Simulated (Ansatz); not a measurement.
Crystal: BP.

```
P B
1.0
     0.00000    2.26900    2.26900
     2.26900    0.00000    2.26900
     2.26900    2.26900    0.00000
P B
1 1
Direct
  0.75000 0.75000 0.75000
  0.00000 0.00000 0.00000
```

Base run:

- Program: Ansatz 0.2.0
- Functional: RPBE
- Potentials or basis: Ansatz PAW
- Cutoff: 420 eV (not typed: the program's choice for these potentials)
- k mesh: 10 × 10 × 10
- Occupations: fermi-dirac, width 0.05 eV
- Spin: no spin polarisation

Its results: band gap on the k mesh 1.27 eV, indirect (least direct gap 3.40 eV); pressure 4.0 GPa.

Task: The run is repeated on the same cell with these changes: functional from RPBE to revPBE. What comes out?

Result: Band gap on the k mesh 1.26 eV, indirect (least direct gap 3.40 eV); pressure 3.3 GPa.

Caveats: the PAW data sets come from PBE, with cores solved anew for the run's functional, which leaves a small shift of forces and pressure.
